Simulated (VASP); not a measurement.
## LiCl (zincblende): one HSE06 single-point calculation in two programs

```
Li Cl
1.0
     0.00000    2.73304    2.73304
     2.73304    0.00000    2.73304
     2.73304    2.73304    0.00000
Li Cl
1 1
Direct
  0.00000 0.00000 0.00000
  0.25000 0.25000 0.25000
```

The two codes use different PAW datasets and cutoffs. VASP's cell holds 10 valence electrons and Ansatz's 10. Ansatz's stress includes a Pulay correction; VASP's doesn't.

Cutoffs: 520 eV in VASP, 420 eV in Ansatz. k meshes: 6×6×6 and 6×6×6.

|  | VASP | Ansatz |
| --- | --- | --- |
| gap between bands v and c | 7.38 eV | 7.39 eV |
| least direct gap | 7.39 eV | 7.39 eV |
| pressure | 0.2 GPa | 0.2 GPa |

Band v is the last that the valence electrons fill when counted band by band, and c is the next. Levels in eV from the top of v, Ansatz:

| point | v−1 | v | c | c+1 |
| --- | --- | --- | --- | --- |
| Γ | 0.00 | 0.00 | 7.39 | 11.69 |
| X | -0.90 | -0.90 | 7.94 | 11.04 |
| W | -1.23 | -1.04 | 9.49 | 12.20 |
| K | -1.33 | -0.71 | 8.98 | 11.67 |
| L | -0.31 | -0.31 | 9.79 | 11.83 |

VASP:

| point | v−1 | v | c | c+1 |
| --- | --- | --- | --- | --- |
| Γ | 0.00 | 0.00 | 7.39 | 11.73 |
| X | -0.90 | -0.90 | 7.94 | 11.09 |
| W | -1.23 | -1.04 | 9.50 | 12.23 |
| K | -1.33 | -0.71 | 8.98 | 11.71 |
| L | -0.31 | -0.31 | 9.81 | 11.86 |
